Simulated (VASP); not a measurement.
Energy against volume of AlSb (zinc blende). Computed with rev-vdW-DF2, VASP's PBE PAW potentials (set 64) (plane waves; VASP). Settings: 520 eV cut-off, 7×7×7 Γ-centred mesh, Gaussian smearing of 0.050 eV, potentials Al Sb.

```tsv
V (Å³/atom)	E (eV/atom)
28.067	-2.69086
28.963	-2.70559
29.858	-2.71017
30.754	-2.70611
```

Problem. Fit these four points and predict the energy of the run at 31.650 Å³/atom.

Solution. A cubic in V^(−2/3), the third-order Birch-Murnaghan form, passes through the four points with V0 = 29.86 Å³/atom and B0 = 51 GPa, and gives -2.6947 eV/atom there. The run gave -2.6948 eV/atom, -0.1 meV/atom from the fit; all five points give B0 = 51 GPa.

The compound is AlSb in the zinc blende structure. It was relaxed first.
